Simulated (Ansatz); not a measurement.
**MoS2: band structure with LDA**

MoS2, a slab with vacuum:

```
Mo S
1.0
     3.18402    0.00000    0.00000
    -1.59201    2.75744    0.00000
     0.00000    0.00000   28.38732
Mo S
3 6
Direct
  0.33333 0.66667 0.22816
  0.33333 0.66667 0.77184
  0.66667 0.33333 0.00000
  0.66667 0.33333 0.17349
  0.66667 0.33333 0.71719
  0.33333 0.66667 0.94533
  0.66667 0.33333 0.28281
  0.66667 0.33333 0.82651
  0.33333 0.66667 0.05467
```

```json
{"Program": "Ansatz 0.2.0", "Task": "band structure", "Functional": "LDA", "Potentials or basis": "Ansatz PAW", "Cutoff": "420 eV (not typed: the program's choice for these potentials)", "k mesh": "10 × 10 × 1", "Occupations": "fermi-dirac, width 0.05 eV", "Spin": "no spin polarisation", "Path": "[[\"G\", \"M\", \"K\", \"G\", \"A\", \"L\", \"H\", \"A\"], [\"L\", \"M\"], [\"K\", \"H\"]]", "Points for each segment of the path": "10"}
```

```json
{"Largest force": "0.396 eV/Å", "Band gap on the k mesh": "1.28 eV, indirect (least direct gap 1.88 eV)", "Band gap along the path": "1.15 eV, indirect (least direct gap 1.63 eV)"}
```

Forces on the atoms (eV/Å):
```
Mo   0.000  0.000 -0.002
Mo   0.000  0.000  0.002
Mo   0.000  0.000  0.000
S    0.000  0.000  0.309
S    0.000  0.000  0.396
S    0.000  0.000  0.309
S    0.000  0.000 -0.396
S    0.000  0.000 -0.309
S    0.000  0.000 -0.309
```

Stress tensor (GPa, compression positive):
```
-4.37  0.00  0.00
 0.00 -4.37  0.00
 0.00  0.00 -2.76
```

Levels at the corners of the path, in eV from the valence-band top:
| point | band 36 | band 37 | band 38 | band 39 | band 40 | band 41 | band 42 | band 43 |
| --- | --- | --- | --- | --- | --- | --- | --- | --- |
| Γ | -1.63 | -0.68 | -0.28 | 0.00 | 2.28 | 2.28 | 2.29 | 2.29 |
| M | -1.42 | -1.13 | -1.10 | -1.08 | 1.74 | 1.75 | 1.76 | 2.20 |
| K | -2.52 | -0.55 | -0.51 | -0.48 | 1.15 | 1.15 | 1.15 | 2.31 |
| Γ | -1.63 | -0.68 | -0.28 | 0.00 | 2.28 | 2.28 | 2.29 | 2.29 |
| A | -1.63 | -0.68 | -0.28 | 0.00 | 2.28 | 2.28 | 2.29 | 2.29 |
| L | -1.42 | -1.13 | -1.10 | -1.08 | 1.74 | 1.75 | 1.76 | 2.20 |
| H | -2.52 | -0.55 | -0.51 | -0.48 | 1.15 | 1.15 | 1.15 | 2.31 |
| A | -1.63 | -0.68 | -0.28 | 0.00 | 2.28 | 2.28 | 2.29 | 2.29 |
| L | -1.42 | -1.13 | -1.10 | -1.08 | 1.74 | 1.75 | 1.76 | 2.20 |
| M | -1.42 | -1.13 | -1.10 | -1.08 | 1.74 | 1.75 | 1.76 | 2.20 |
| K | -2.52 | -0.55 | -0.51 | -0.48 | 1.15 | 1.15 | 1.15 | 2.31 |
| H | -2.52 | -0.55 | -0.51 | -0.48 | 1.15 | 1.15 | 1.15 | 2.31 |

Wall time 28 s on 4 threads of Arm Neoverse V1 (shared host), peak memory 1.1 GiB.

Caveat: the k mesh misses the band edges, so the gap on the mesh is wider than the one along the path; the PAW data sets come from PBE, with cores solved anew for the run's functional, which leaves a small shift of forces and pressure. A hybrid or GW would open this gap; LDA tends to underestimate it.
